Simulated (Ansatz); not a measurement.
## Structures of NbAs: which is lowest?

Plane-wave DFT in Ansatz with scalar-relativistic PAW potentials, cutoff 420 eV, Γ-centred meshes chosen by cell and gap, Gaussian smearing with energies taken to zero width. Every cell was relaxed (cell and atoms) in a run of its own, within the symmetry of its start. Functional: PBE.

Relaxed structures (starts from databases or built by putting these elements on another compound's sites):
A. Fm-3m, 2 atoms in the computed cell, a = 5.273 Å; sites (symmetry × multiplicity) Nb m-3m × 4, As m-3m × 4; start: built
B. P-6m2, 2 atoms in the computed cell, a = 3.424 Å, c = 3.489 Å; sites (symmetry × multiplicity) Nb -6m2 × 1, As -6m2 × 1; start: built
C. P6_3/mmc, 4 atoms in the computed cell, a = 3.404 Å, c = 7.046 Å; sites (symmetry × multiplicity) Nb -3m. × 2, As -6m2 × 2; start: built
D. I4_1md, 4 atoms in the computed cell, a = 3.473 Å, c = 11.750 Å; sites (symmetry × multiplicity) Nb 2mm. × 4, As 2mm. × 4; start: database

Problem. Rank them by energy. Could pressure change the order?

Solution.
| structure | group | E − E(lowest) (meV/atom) | V (Å³/atom) | gap on mesh (eV) |
| --- | --- | --- | --- | --- |
| D | I4_1md | 0.0 | 17.72 | 0.00 |
| B | P-6m2 | 7.4 | 17.71 | 0.00 |
| C | P6_3/mmc | 59 | 17.68 | 0.00 |
| A | Fm-3m | 449 | 18.33 | 0.00 |

D is lowest, 7 meV/atom under B. The two lowest differ in volume by under 3 %, too little for a first-order estimate of what pressure does to that pair (other pairs aren't weighed here); with rigid cells even 3 % in favour of the higher one would need about 2 GPa. Other structures may lie lower than all of these, and vibrations aren't counted.